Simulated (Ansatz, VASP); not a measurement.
SiC: VASP beside Ansatz

File INCAR:

```
PREC = Accurate
ENCUT = 520
EDIFF = 1E-7
ISMEAR = 0
SIGMA = 0.05
LREAL = F
LASPH = T
NELM = 80
ALGO = Normal
ISIF = 2
LWAVE = F
LCHARG = T
LELF = T
LVHAR = T
NBANDS = 16
```

Contents of KPOINTS:

```
Automatic mesh
0
Gamma
  12 12 6
```

The input POSCAR:

```
SiC
1.0
    3.0036848971      0.0000000000      0.0000000000
   -1.5018424486      2.6012674258      0.0000000000
    0.0000000000      0.0000000000      5.1930708186
Si C
2 2
Direct
    0.3333333333      0.6666666667      0.0046041256
    0.6666666667      0.3333333333      0.5046041256
    0.3333333333      0.6666666667      0.3953475106
    0.6666666667      0.3333333333      0.8953475106
```

Input for Ansatz:

```yaml
crystal:
  lattice:
    - [3.0036848971, 0.0, 0.0]
    - [-1.5018424486, 2.6012674258, 0.0]
    - [0.0, 0.0, 5.1930708186]
  atoms:
    - { symbol: Si, position: [0.3333333333, 0.6666666667, 0.0046041256] }
    - { symbol: Si, position: [0.6666666667, 0.3333333333, 0.5046041256] }
    - { symbol: C, position: [0.3333333333, 0.6666666667, 0.3953475106] }
    - { symbol: C, position: [0.6666666667, 0.3333333333, 0.8953475106] }
basis:
  ecutwfc: 520.0
kpoints:
  mp_grid: { grid: [12, 12, 6] }
hamiltonian:
  xc: lda
  pseudopotentials: { kind: paw, azcp: { folder: soft_1 } }
scf:
  occupations: { method: gaussian, width: 0.05 }
output:
  forces: true
  stress: true
  eigenvalues: true
```

Alike in both runs: task single point; functional LDA; k mesh 12 × 12 × 6; occupations gaussian, width 0.05 eV; no spin polarisation.

|  | VASP | Ansatz |
| --- | --- | --- |
| version | VASP 6.6.1 | Ansatz 0.2.0 |
| potentials or method | VASP PAW LDA potentials, release 64 (Si, C) | scalar-relativistic, plane waves, PAW |
| plane-wave cutoff (eV) | 520 | 520 |
| valence electrons in the cell | 16 | 16 |

Ansatz gave:

- gap on the k mesh at the Fermi level (eV): 2.32
- least direct gap on the mesh (eV): 4.60
- pressure (GPa): 3.5
- largest component of the traceless stress (GPa): 22.07
- rms of the force components (eV/Å): 0.804

**Question.** Which values does VASP return?

**Answer.** gap on the k mesh at the Fermi level (eV): 2.30; least direct gap on the mesh (eV): 4.59; pressure (GPa): 3.8; largest component of the traceless stress (GPa): 22.22; rms of the force components (eV/Å): 0.807.

Atom by atom the forces differ by 0.003 eV/Å (rms over components). Ansatz warned: «pseudo_functional_mismatch».

Caveats: forces of over 1 eV/Å show positions far from the minimum, so gaps and moduli don't describe the material at rest. A k mesh can miss the band edges.
